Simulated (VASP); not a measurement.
# GaN (P6_3mc) in VASP: further runs, part 2 of 3

VASP 6.6.1. The steps go on from the part before.

**4. Relaxation of cell and atoms, PBE+TS**

INCAR reads:

```
ALGO = Normal
EDIFF = 1E-6
EDIFFG = -0.01
ENCUT = 600
GGA = PE
IBRION = 2
ISIF = 3
ISMEAR = -1
IVDW = 2
LASPH = True
LCHARG = False
LREAL = False
LWAVE = False
NELM = 80
NSW = 60
PREC = Accurate
SIGMA = 0.05
```

KPOINTS reads:

```
k-points
0
Gamma
  10 10 5
```

POSCAR reads:

```
GaN
1.0
    3.1800000000      0.0000000000      0.0000000000
   -1.5900000000      2.7539607840      0.0000000000
    0.0000000000      0.0000000000      5.1660000000
Ga N
2 2
Direct
    0.6666666667      0.3333333333      0.5000000000
    0.3333333333      0.6666666667      0.0000000000
    0.6666666667      0.3333333333      0.8750000000
    0.3333333333      0.6666666667      0.3750000000
```

Potentials or basis: VASP PAW PBE potentials, release 64 (Ga_d, N).

On the command line:

```console
$ cat potpaw_PBE.64/Ga_d/POTCAR potpaw_PBE.64/N/POTCAR > POTCAR
$ mpirun -np 1 vasp_std > vasp.out
```

OUTCAR:

```text
EDIFF = 1E-6
   EDIFFG = -0.01
   ENCUT = 600
   GGA = PE
   IBRION = 2
   ISIF = 3
   ISMEAR = -1
   IVDW = 2
   LASPH = True
   LREAL = False
   NELM = 80
   NSW = 60
   PREC = Accurate
  IVDW =   2

 ion  position               nearest neighbor table
   1  0.667  0.333  0.500-   3 1.94   4 1.95   4 1.95   4 1.95
   2  0.333  0.667  0.000-   4 1.94   3 1.95   3 1.95   3 1.95
   3  0.667  0.333  0.875-   1 1.94   2 1.95   2 1.95   2 1.95
   4  0.333  0.667  0.375-   2 1.94   1 1.95   1 1.95   1 1.95

  LATTYP: Found a hexagonal cell.
 ALAT       =     3.1800000000
 C/A-ratio  =     1.6245283019

  Lattice vectors:

 A1 = (   3.1800000000,   0.0000000000,   0.0000000000)
 A2 = (  -1.5900000000,   2.7539607840,   0.0000000000)
 A3 = (   0.0000000000,   0.0000000000,   5.1660000000)

Analysis of symmetry for initial positions (statically):
=====================================================================
 Subroutine PRICEL returns:
 Original cell was already a primitive cell.

 Routine SETGRP: Setting up the symmetry group for a
 hexagonal supercell.

 Subroutine GETGRP returns: Found 12 space group operations
 (whereof  6 operations were pure point group operations)
 out of a pool of 24 trial point group operations.

The static configuration has the point symmetry C_3v.
 The point group associated with its full space group is C_6v.

Analysis of symmetry for dynamics (positions and initial velocities):
=====================================================================
 Subroutine PRICEL returns:
 Original cell was already a primitive cell.

 Routine SETGRP: Setting up the symmetry group for a
 hexagonal supercell.

 Subroutine GETGRP returns: Found 12 space group operations
 (whereof  6 operations were pure point group operations)
 out of a pool of 24 trial point group operations.

The dynamic configuration has the point symmetry C_3v.
 The point group associated with its full space group is C_6v.

 Subroutine INISYM returns: Found 12 space group operations
 (whereof  6 operations are pure point group operations),
 and found     1 'primitive' translations

----------------------------------------------------------------------------------------

                                     Primitive cell

  volume of cell :      45.2417

  direct lattice vectors                    reciprocal lattice vectors
     3.180000000  0.000000000  0.000000000     0.314465409  0.181556688  0.000000000
    -1.590000000  2.753960784  0.000000000     0.000000000  0.363113377  0.000000000
     0.000000000  0.000000000  5.166000000     0.000000000  0.000000000  0.193573364

  length of vectors
     3.180000000  3.180000000  5.166000000     0.363113377  0.363113377  0.193573364

  position of ions in fractional coordinates (direct lattice)
     0.666666667  0.333333333  0.500000000
     0.333333333  0.666666667  0.000000000
     0.666666667  0.333333333  0.875000000
     0.333333333  0.666666667  0.375000000

  ion indices of the primitive-cell ions
   primitive index   ion index
                 1           1
                 2           2
                 3           3
                 4           4

----------------------------------------------------------------------------------------

 KPOINTS: k-points

Automatic generation of k-mesh.
 Grid dimensions read from file:
 generate k-points for:   10   10    5

 Generating k-lattice:

  Cartesian coordinates                     Fractional coordinates (reciprocal lattice)
     0.031446541  0.018155669  0.000000000     0.100000000 -0.000000000  0.000000000
     0.000000000  0.036311338  0.000000000     0.000000000  0.100000000  0.000000000
     0.000000000  0.000000000  0.038714673     0.000000000  0.000000000  0.200000000

  Length of vectors
     0.036311338  0.036311338  0.038714673

  Shift w.r.t. Gamma in fractional coordinates (k-lattice)
     0.000000000  0.000000000  0.000000000

 Subroutine IBZKPT returns following result:
 ===========================================

 Found     42 irreducible k-points:

 Following reciprocal coordinates:
            Coordinates               Weight
  0.000000  0.000000  0.000000      1.000000
  0.100000  0.000000  0.000000      6.000000
  0.200000  0.000000  0.000000      6.000000
  0.300000  0.000000  0.000000      6.000000
  0.400000 -0.000000  0.000000      6.000000
  0.500000  0.000000  0.000000      3.000000
[... 16 lines left out ...]
  0.300000  0.100000  0.200000     24.000000
  0.400000  0.100000  0.200000     24.000000
 [... further k-points ...]
   k-points           NKPTS =     42   k-points in BZ     NKDIM =     42   number of bands    NBANDS=     22
   number of dos      NEDOS =    301   number of ions     NIONS =      4
   total plane-waves  NPLWV =  32928
   dimension x,y,z NGX =    28 NGY =   28 NGZ =   42
   dimension x,y,z NGXF=    56 NGYF=   56 NGZF=   84
   ions per type =               2   2
   NGX,Y,Z   is equivalent  to a cutoff of  14.64, 14.64, 13.52 a.u.
   NGXF,Y,Z  is equivalent  to a cutoff of  29.28, 29.28, 27.03 a.u.
 SYSTEM =  unknown system
   PREC   = accura    normal or accurate (medium, high low for compatibility)
   ISTART =      0    job   : 0-new  1-cont  2-samecut
   ICHARG =      2    charge: 1-file 2-atom 10-const
   ISPIN  =      1    spin polarized calculation?
   LNONCOLLINEAR =      F non collinear calculations
   LSORBIT =      F    spin-orbit coupling
   LASPH  =      T    aspherical Exc in radial PAW
   ENCUT  =  600.0 eV  44.10 Ry    6.64 a.u.   6.35  6.35 10.32*2*pi/ulx,y,z
   NELM   =     80;   NELMIN=  2; NELMDL= -5     # of ELM steps
   EDIFF  = 0.1E-05   stopping-criterion for ELM
   LREAL  =      F    real-space projection
   EDIFFG = -.1E-01   stopping-criterion for IOM
   NSW    =     60    number of steps for IOM
   IBRION =      2    ionic relax: 0-MD 1-quasi-New 2-CG
   NFREE  =      1    steps in history (QN), initial steepest desc. (CG)
   ISIF   =      3    stress and relaxation
   ISYM   =      2    0-nonsym 1-usesym 2-fastsym
   POTIM  = 0.5000    time-step for ionic-motion
   TEBEG  =    0.0;   TEEND  =   0.0 temperature during run
   PSTRESS=    0.0 pullay stress
   NELECT =      36.0000    total number of electrons
   NUPDOWN=      -1.0000    fix difference up-down
   EMIN   =  10.00;   EMAX   =-10.00  energy-range for DOS
   EFERMI =   0.00;   METHOD = LEGACY
   ISMEAR =    -1;   SIGMA  =   0.05  broadening in eV -4-tet -1-fermi 0-gaus
   EFERMI_NEDOS =   21; number of points for ismear=-14 and -15
   IALGO  =     38    algorithm
   IMIX   =      4    mixing-type and parameters
     AMIX     =   0.40;   BMIX     =  1.00
     AMIX_MAG =   1.60;   BMIX_MAG =  1.00
  volume/ion in A,a.u.               =      11.31        76.33
  Fermi-wavevector in a.u.,A,eV,Ry     =   1.517036  2.866782 31.312427  2.301398
  Thomas-Fermi vector in A             =   2.626345
   LORBIT       =      0    0 simple, 1 ext, 2 COOP (PROOUT), +10 PAW based schemes
   GGA     = PE    functional components
   LHFCALC =     F    Hartree Fock is set to
   AEXX    =    0.0000 exact exchange contribution
   IVDW    =     2    specifies the selected vdW correction
   LEPSILON=     F    determine dielectric tensor
   LRPA    =     F    only Hartree local field effects (RPA)
 conjugate gradient relaxation of ions
 non-spin polarized calculation
  energy-cutoff  :      600.00
  volume of cell :       45.24
 maximum number of plane-waves:      1524
 NGX is ok and might be reduce to    28
   NGX = 13   NGY = 13   NGZ = 21

--------------------------------------- Ionic step        1  -------------------------------------------

 number of electron      35.9999995 magnetization

 Free energy of the ion-electron system (eV)
  ---------------------------------------------------
  ext. energy  EPLUGINS =         0.00000000
  ---------------------------------------------------
  free energy    TOTEN  =       -24.28799433 eV

  energy without entropy =      -24.28799433  energy(sigma->0) =      -24.28799433

------------------------ aborting loop because EDIFF is reached ----------------------------------------

  Tkatchenko/Scheffler method for vdW energy calculation

  Number of pair interactions contributing to vdW energy:  116014
[... 343 lines left out ...]
--------------------------------------- Ionic step        9  -------------------------------------------

 number of electron      35.9999999 magnetization

 Free energy of the ion-electron system (eV)
  ---------------------------------------------------
  ext. energy  EPLUGINS =         0.00000000
  ---------------------------------------------------
  free energy    TOTEN  =       -24.31555765 eV

  energy without entropy =      -24.31555765  energy(sigma->0) =      -24.31555765

 E-fermi :   6.2208     XC(G=0): -11.6338

 val. band max:        5.2414494065   @ k =   0.0000   0.0000   0.0000
 cond. band min:       7.1160141108   @ k =   0.0000   0.0000   0.0000
 fundamental gap:      1.8745647043
 Fermi energy:         6.2207813522

 k-point     1 :       0.0000    0.0000    0.0000
  band No.  band energies     occupation
      1     -10.6765      2.00000
      2      -9.7786      2.00000
      3      -8.1859      2.00000
      4      -8.1725      2.00000
      5      -8.1725      2.00000
      6      -8.1125      2.00000
[... 589 lines left out ...]
     21      12.4086      0.00000
     22      13.2418      0.00000

 [... further k-points ...]

------------------------ aborting loop because EDIFF is reached ----------------------------------------

  Hirshfeld charges:
            ion         q(e)
   ------------------------------
      1     Ga       0.35538020
      2     Ga       0.35538020
      3     N       -0.35538020
      4     N       -0.35538020

  Tkatchenko/Scheffler method for vdW energy calculation

  Number of pair interactions contributing to vdW energy:  113774

  Edisp (eV):   -1.12566
[... 27 lines left out ...]
  FREE ENERGIE OF THE ION-ELECTRON SYSTEM (eV)
  ---------------------------------------------------
  free  energy   TOTEN  =       -25.4412177397 eV

  energy  without entropy=      -25.4412177396  energy(sigma->0) =      -25.44121774

 reached required accuracy - stopping structural energy minimisation
```

OSZICAR:

```text
N       E                     dE             d eps       ncg     rms          rms(c)
DAV:   1     0.292330527895E+03    0.29233E+03   -0.20014E+04  1966   0.333E+03
[... 66 lines left out ...]
DAV:   4    -0.243157705171E+02    0.69860E-06   -0.59270E-06  2116   0.219E-02
   8 F= -.25441228E+02 E0= -.25441228E+02  d E =-.224447E-04
       N       E                     dE             d eps       ncg     rms          rms(c)
DAV:   1    -0.243155618173E+02    0.20940E-03   -0.91760E-04  2444   0.349E-01    0.180E-02
DAV:   2    -0.243155591323E+02    0.26850E-05   -0.53468E-05  2700   0.125E-01    0.848E-03
DAV:   3    -0.243155576419E+02    0.14905E-05   -0.34683E-06  1754   0.411E-02    0.226E-03
DAV:   4    -0.243155576459E+02   -0.40018E-08   -0.15012E-06  1120   0.117E-02
   9 F= -.25441218E+02 E0= -.25441218E+02  d E =-.124765E-04
```

CONTCAR:

```text
GaN
   1.00000000000000
     3.1964271523349796   -0.0000000000000000   -0.0000000000000000
    -1.5982135761674898    2.7681871152333937    0.0000000000000000
    -0.0000000000000000    0.0000000000000000    5.1979799144604515
  Ga              N
     2     2
Direct
     0.6666666667000030    0.3333333332999970    0.4988091457949501
     0.3333333332999970    0.6666666667000030    0.9988091457949501
     0.6666666667000030    0.3333333332999970    0.8761908542050499
     0.3333333332999970    0.6666666667000030    0.3761908542050499

  0.00000000E+00  0.00000000E+00  0.00000000E+00
  0.00000000E+00  0.00000000E+00  0.00000000E+00
  0.00000000E+00  0.00000000E+00  0.00000000E+00
  0.00000000E+00  0.00000000E+00  0.00000000E+00
```

Run time: 4.3 min. Hardware: 1 thread of Intel Xeon Platinum 8488C (Sapphire Rapids), shared host; peak memory 0.21 GiB.

What came out:

```
Free energy                            : -25.4412 eV
Relaxed volume                         : 11.50 Å³/atom
Relaxed cell                           : a = 3.196 Å, b = 3.196 Å, c = 5.198 Å, α = 90.00°, β = 90.00°, γ = 120.00°
Space group after relaxing (to 0.05 Å) : P6_3mc (No. 186)
Energy gained by relaxing              : 2.4 meV/atom
Ionic steps                            : 9
Pressure after relaxing                : 0.1 GPa
Band gap on the k mesh                 : 1.87 eV, direct
Hirshfeld charges                      : Ga +0.36; N -0.36 e
Dispersion energy per atom             : -0.281 eV
```

The path:
```csv
step,energy change (eV),largest force (eV/Å),pressure (GPa),volume (Å³)
1,0.0000,0.1630,3.12,45.24
2,-0.0026,0.0809,-2.73,46.70
3,-0.0093,0.0205,-0.08,46.02
4,-0.0093,0.0234,0.10,46.01
5,-0.0094,0.0177,-0.06,46.01
6,-0.0094,0.0148,-0.08,46.02
7,-0.0094,0.0082,0.12,45.98
8,-0.0094,0.0041,-0.14,46.00
9,-0.0094,0.0015,0.05,45.99
```

Final structure:
```xyz
4
Lattice="3.1964 0.0000 0.0000 -1.5982 2.7682 0.0000 0.0000 0.0000 5.1980" Properties=species:S:1:pos:R:3 pbc="T T T"
Ga    1.5982    0.9227    2.5928
Ga    0.0000    1.8455    5.1918
N     1.5982    0.9227    4.5544
N     0.0000    1.8455    1.9554
```

Levels at points of the mesh, in eV from the valence-band top:
| k point | band 15 | band 16 | band 17 | band 18 | band 19 | band 20 | band 21 | band 22 |
| --- | --- | --- | --- | --- | --- | --- | --- | --- |
| (0.00, 0.00, 0.00) | -1.03 | -0.02 | 0.00 | 0.00 | 1.87 | 4.19 | 9.17 | 9.85 |
| (0.50, 0.00, 0.00) | -4.15 | -2.72 | -2.16 | -0.99 | 5.04 | 5.52 | 6.05 | 8.54 |

A hybrid or GW would open this gap; PBE tends to underestimate it. Zero-point motion and thermal expansion aren't in these numbers.

**5. Relaxation of cell and atoms, PBE+MBD**

INCAR reads:

```
SYSTEM = GaN
ALGO = Normal
EDIFF = 1E-6
EDIFFG = -0.02
ENCUT = 600
GGA = PE
IBRION = 2
ISIF = 3
ISMEAR = -1
IVDW = 202
LASPH = .True.
LCHARG = .False.
LREAL = .False.
LWAVE = .False.
NELM = 60
NSW = 40
PREC = Accurate
SIGMA = 0.05
```

KPOINTS reads:

```
k-points
0
Gamma
  10 10 5
  0 0 0
```

POSCAR is that of step 4.

Potentials or basis: VASP PAW PBE potentials, release 64 (Ga_d, N).

On the command line:

```console
$ cat potpaw_PBE.64/Ga_d/POTCAR potpaw_PBE.64/N/POTCAR > POTCAR
$ mpirun -np 1 vasp_std > vasp.out
```

OUTCAR:

```text
SYSTEM = GaN
   EDIFF = 1E-6
   EDIFFG = -0.02
   ENCUT = 600
   GGA = PE
   IBRION = 2
   ISIF = 3
   ISMEAR = -1
   IVDW = 202
   LASPH = .True.
   LREAL = .False.
   NELM = 60
   NSW = 40
   PREC = Accurate
  IVDW = 202

 ion  position               nearest neighbor table
   1  0.667  0.333  0.500-   3 1.94   4 1.95   4 1.95   4 1.95
   2  0.333  0.667  0.000-   4 1.94   3 1.95   3 1.95   3 1.95
   3  0.667  0.333  0.875-   1 1.94   2 1.95   2 1.95   2 1.95
   4  0.333  0.667  0.375-   2 1.94   1 1.95   1 1.95   1 1.95

  LATTYP: Found a hexagonal cell.
 ALAT       =     3.1800000000
 C/A-ratio  =     1.6245283019

  Lattice vectors:

 A1 = (   3.1800000000,   0.0000000000,   0.0000000000)
 A2 = (  -1.5900000000,   2.7539607840,   0.0000000000)
 A3 = (   0.0000000000,   0.0000000000,   5.1660000000)

Analysis of symmetry for initial positions (statically):
=====================================================================
 Subroutine PRICEL returns:
 Original cell was already a primitive cell.

 Routine SETGRP: Setting up the symmetry group for a
 hexagonal supercell.

 Subroutine GETGRP returns: Found 12 space group operations
 (whereof  6 operations were pure point group operations)
 out of a pool of 24 trial point group operations.

The static configuration has the point symmetry C_3v.
 The point group associated with its full space group is C_6v.

[... 157 lines left out ...]

 number of electron      35.9999995 magnetization

 Free energy of the ion-electron system (eV)
  ---------------------------------------------------
  ext. energy  EPLUGINS =         0.00000000
  ---------------------------------------------------
  free energy    TOTEN  =       -24.28799433 eV

  energy without entropy =      -24.28799433  energy(sigma->0) =      -24.28799433

------------------------ aborting loop because EDIFF is reached ----------------------------------------

  Tkatchenko/Scheffler method for vdW energy calculation

  Edisp (eV):   -1.39991
[... 75 lines left out ...]
--------------------------------------- Ionic step        3  -------------------------------------------

 number of electron      35.9999995 magnetization

 Free energy of the ion-electron system (eV)
  ---------------------------------------------------
  ext. energy  EPLUGINS =         0.00000000
  ---------------------------------------------------
  free energy    TOTEN  =       -24.29671934 eV

  energy without entropy =      -24.29671934  energy(sigma->0) =      -24.29671934

 E-fermi :   6.3388     XC(G=0): -11.7028

 val. band max:        5.3889342496   @ k =   0.0000   0.0000   0.0000
 cond. band min:       7.3363658779   @ k =   0.0000   0.0000   0.0000
 fundamental gap:      1.9474316283
 Fermi energy:         6.3388210227

 k-point     1 :       0.0000    0.0000    0.0000
  band No.  band energies     occupation
      1     -10.6469      2.00000
      2      -9.7062      2.00000
      3      -8.0589      2.00000
      4      -8.0425      2.00000
      5      -8.0425      2.00000
      6      -7.9801      2.00000
[... 589 lines left out ...]
     21      12.6081      0.00000
     22      13.4674      0.00000

 [... further k-points ...]

------------------------ aborting loop because EDIFF is reached ----------------------------------------

  Hirshfeld charges:
            ion         q(e)
   ------------------------------
      1     Ga       0.35562562
      2     Ga       0.35562562
      3     N       -0.35562562
      4     N       -0.35562562

  Tkatchenko/Scheffler method for vdW energy calculation
[... 29 lines left out ...]
  FREE ENERGIE OF THE ION-ELECTRON SYSTEM (eV)
  ---------------------------------------------------
  free  energy   TOTEN  =       -25.6899068815 eV

  energy  without entropy=      -25.6899068814  energy(sigma->0) =      -25.68990688

 reached required accuracy - stopping structural energy minimisation
```

CONTCAR:

```text
GaN
   1.00000000000000
     3.1799728515761525    0.0000000000000000    0.0000000000000000
    -1.5899864257880763    2.7539372727752762    0.0000000000000000
     0.0000000000000000    0.0000000000000000    5.1850199153096108
  Ga              N
     2     2
Direct
     0.6666666667000030    0.3333333332999970    0.4993250761416999
     0.3333333332999970    0.6666666667000030    0.9993250761416999
     0.6666666667000030    0.3333333332999970    0.8756749238583001
     0.3333333332999970    0.6666666667000030    0.3756749238583001

  0.00000000E+00  0.00000000E+00  0.00000000E+00
  0.00000000E+00  0.00000000E+00  0.00000000E+00
  0.00000000E+00  0.00000000E+00  0.00000000E+00
  0.00000000E+00  0.00000000E+00  0.00000000E+00
```

Run time: 2.6 min. Hardware: 1 thread of Intel Xeon Platinum 8488C (Sapphire Rapids), shared host; peak memory 0.21 GiB.

Results:

```yaml
Free_energy: -25.6899 eV
Relaxed_volume: 11.35 Å³/atom
Relaxed_cell: a = 3.180 Å, b = 3.180 Å, c = 5.185 Å, α = 90.00°, β = 90.00°, γ = 120.00°
Space_group_after_relaxing_to_0.05_Å: P6_3mc (No. 186)
Energy_gained_by_relaxing: 0.5 meV/atom
Ionic_steps: 3
Pressure_after_relaxing: 0.1 GPa
Largest_force_after_relaxing: 0.006 eV/Å
Band_gap_on_the_k_mesh: 1.95 eV, direct
Hirshfeld_charges: Ga +0.36; N -0.36 e
Dispersion_energy_per_atom: -0.348 eV
```

Forces on the atoms (eV/Å):
```
Ga   0.000  0.000 -0.006
Ga   0.000  0.000 -0.006
N    0.000  0.000  0.006
N    0.000  0.000  0.006
```

Step by step:
```csv
step,energy change (eV),largest force (eV/Å),pressure (GPa),volume (Å³)
1,0.0000,0.1288,0.64,45.24
2,-0.0007,0.0849,-0.39,45.54
3,-0.0020,0.0057,0.12,45.41
```

Final structure:
```
Ga N
1.0
     3.17997    0.00000    0.00000
    -1.58999    2.75394    0.00000
     0.00000    0.00000    5.18502
Ga N
2 2
Direct
  0.66667 0.33333 0.49933
  0.33333 0.66667 0.99933
  0.66667 0.33333 0.87567
  0.33333 0.66667 0.37567
```

(Continued in part 3 of 3.)
